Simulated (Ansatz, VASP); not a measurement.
# Sb: VASP beside Ansatz

```
Sb
1.0
     3.32383    0.00000    0.00000
    -1.66192    2.87853    0.00000
     0.00000    0.00000    5.56877
Sb
2
Cartesian
  0.0000 1.9190 1.3922
  1.6619 0.9595 4.1766
```

Alike in both runs: task single point; functional BLYP; k mesh 12 × 12 × 6; occupations fermi-dirac, width 0.1 eV; no spin polarisation.

|  | VASP | Ansatz |
| --- | --- | --- |
| version | VASP 6.6.1 | Ansatz 0.2.0 |
| potentials or method | VASP PAW PBE potentials, release 64 (Sb) | plane waves (420 eV) with PAW, scalar-relativistic |
| plane-wave cutoff (eV) | 520 | 420 |
| valence electrons in the cell | 10 | 30 |

Ansatz gave:

| Quantity | Value |
| --- | --- |
| pressure (GPa) | 7.7 |
| largest component of the traceless stress (GPa) | 0.65 |

Question: Estimate VASP's values.

Answer: Pressure (GPa): 7.9; largest component of the traceless stress (GPa): 0.69.

The functional is the same, so the differences come from potentials, cutoffs and numerics. The two sets of potentials don't hold the same shells in valence.

Caveats: the PAW data sets were made with another functional, which shifts forces and pressure a little (VASP). The runs have no spin-orbit coupling, so splittings on Sb are missing.
